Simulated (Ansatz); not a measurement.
Be: what symmetry allows forces and stress to be

```yaml
crystal:
  lattice:
    - [3.62036, 0.00000, 0.00000]
    - [0.00000, 3.62036, 0.00000]
    - [0.00000, 0.00000, 2.17007]
  atoms:
    - { symbol: Be, position: [0.30207, 0.30391, 0.00000] }
    - { symbol: Be, position: [0.69793, 0.69609, 0.00000] }
    - { symbol: Be, position: [0.19609, 0.80207, 0.50000] }
    - { symbol: Be, position: [0.80391, 0.19793, 0.50000] }
```

These are results of DFT PBEsol, scalar-relativistic, plane waves, PAW (Ansatz 0.2.0), not measurements.

Cutoff 420 eV; k points 10×10×16 on the computed 4-atom cell (Γ-centred); Gaussian smearing, width 0.10 eV; no spin polarisation.

This distorted cell has space group P4_2/m, with 8 operations.

Problem. Without a calculation: in which directions can each atom feel a force?

Solution. A force must be left unchanged by every operation that keeps its atom in place, so it lies in the space that those operations leave fixed. Atoms that the group maps onto each other feel forces of one size.
| atom | site symmetry | operations at the site | equivalent to atom | allowed force (Cartesian) |
| --- | --- | --- | --- | --- |
| Be1 | m.. | 2 | 1 | in the plane normal to (0.00, 0.00, 1.00) |
| Be2 | m.. | 2 | 1 | in the plane normal to (0.00, 0.00, 1.00) |
| Be3 | m.. | 2 | 1 | in the plane normal to (0.00, 0.00, 1.00) |
| Be4 | m.. | 2 | 1 | in the plane normal to (0.00, 0.00, 1.00) |

That leaves 2 independent force components of 12. A relaxation in this cell that keeps the symmetry moves the atoms in these directions alone.

Problem. And the stress tensor?

Solution. It must be invariant under the point group, which leaves 2 independent components: yz, xz, xy vanish; xx = yy.

Problem. Do the computed values obey this?

Solution. Yes. Forces (eV/Å):
```
Be1 -0.178 -0.279  0.000
Be2  0.178  0.279  0.000
Be3  0.279 -0.178  0.000
Be4 -0.279  0.178  0.000
```

Stress (GPa, compression positive, xx yy zz yz xz xy): 15.78 15.78 17.74 0.00 0.00 0.00. The program imposes the same operations on density, forces and stress, so this confirms the analysis and is no independent test of the calculation.

This form isn't the element's structure at ambient conditions.